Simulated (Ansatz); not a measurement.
# BN: the cost of one run

Program: Ansatz 0.2.0. Level of theory: DFT PBEsol, scalar-relativistic, plane waves, PAW. These are calculated values, not measurements.

2 further runs of the same task are left out: 2 set aside as unsound or not needed.

### 1 The system as given

Symmetry: F-43m, No. 216, cubic system. The conventional cell has a = 3.606 Å, b = 3.606 Å, c = 3.606 Å, α = 90.00°, β = 90.00°, γ = 90.00°. B (site symmetry -43m) has 4 N at 1.56 Å as nearest neighbours. N (site symmetry -43m) has 4 B at 1.56 Å as nearest neighbours.

Structure file:

```xyz
2
Lattice="0.0000 1.8028 1.8028 1.8028 0.0000 1.8028 1.8028 1.8028 0.0000" Properties=species:S:1:pos:R:3 pbc="T T T"
B     0.0000    0.0000    0.0000
N     2.7043    2.7043    2.7043
```

It goes back to an entry of the Materials Project.

It is the result of an earlier relaxation at this level (volume 5.86 Å³/atom; gap on the mesh: 4.30 eV).

### 2 The cell under 12 GPa

What is minimised here is the enthalpy; the energy can go up as the cell is squeezed.

input.yaml reads:

```yaml
crystal:
  lattice:
    - [0.0, 1.8028454624, 1.8028454624]
    - [1.8028454624, 0.0, 1.8028454624]
    - [1.8028454624, 1.8028454624, 0.0]
  atoms:
    - { symbol: B, position: [0.0, 0.0, 0.0] }
    - { symbol: "N", position: [0.75, 0.75, 0.75] }
basis:
  ecutwfc: 420
kpoints:
  mp_grid: { grid: [12, 12, 12] }
hamiltonian:
  xc: pbesol
scf:
  occupations: { method: fixed }
output:
  forces: true
  stress: true
  eigenvalues: true
relax:
  adjacent_minimum: "off"
  f_tol: 0.001
  max_steps: 60
  cell: { stress_tol: 0.02, p_target: 12.0 }
```

Launch:

```
$ ansatz run input.yaml --threads 1 --pin off --max-ram 3072MiB --backend cpu --events-out ev --progress --plain --runs-dir out
```

**Question.** How long does this run take on 1 thread of Intel Xeon at 2.50GHz (Skylake/Cascade Lake), shared host, and how much memory does it need?

About 16 s, with a peak of 0.3 GiB.
